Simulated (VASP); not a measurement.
## PbSe (Clausthalite): single point with PBE

**What was measured.**

From a printed reference work, monograph, for a bulk crystal of PbSe at 300 K: band gap 0.28 eV (direct).

PbSe (Clausthalite):

```
Pb Se
1.0
     0.00000    3.06065    3.06065
     3.06065    0.00000    3.06065
     3.06065    3.06065    0.00000
Pb Se
1 1
Direct
  0.00000 0.00000 0.00000
  0.50000 0.50000 0.50000
```

```json
{
  "Program": "VASP 6.6.1",
  "Task": "single point",
  "Functional": "PBE",
  "Potentials or basis": "VASP PAW PBE potentials, release 64 (Pb_d, Se)",
  "Cutoff": "520 eV",
  "k mesh": "8 × 8 × 8",
  "Occupations": "gaussian, width 0.027 eV",
  "Spin": "no spin polarisation"
}
```

* Pressure: 2.4 GPa
* Band gap on the k mesh: 0.29 eV, direct

Levels at points of the mesh, in eV from the valence-band top:
| k point | band 8 | band 9 | band 10 | band 11 | band 12 | band 13 |
| --- | --- | --- | --- | --- | --- | --- |
| (0.00, 0.00, 0.00) | -1.88 | -1.88 | -1.88 | 4.71 | 4.71 | 4.71 |
| (0.50, 0.00, 0.00) | -1.47 | -1.47 | 0.00 | 0.29 | 1.70 | 1.70 |
| (0.50, 0.50, 0.00) | -4.98 | -3.24 | -3.24 | 3.69 | 5.61 | 5.61 |

Wall time 8.6 s on 1 thread of Intel(R) Xeon(R) 6975P-C (Granite Rapids), with other jobs on the host, peak memory 0.18 GiB.

Measured gap of PbSe: 0.28 eV (direct; 300 K; a printed reference work, monograph). This calculation gives 0.29 eV (+0.01 eV). 2 values of this kind are on record (0.15 to 0.28 eV); this one was drawn at random. Spin-orbit coupling on Pb, Se is left out. The value is that of PBE on a finite k mesh, which can miss the band edges, without temperature or zero-point motion.

Caveat: spin-orbit coupling is left out, which as a rule narrows the gap of such compounds by several tenths of an eV.
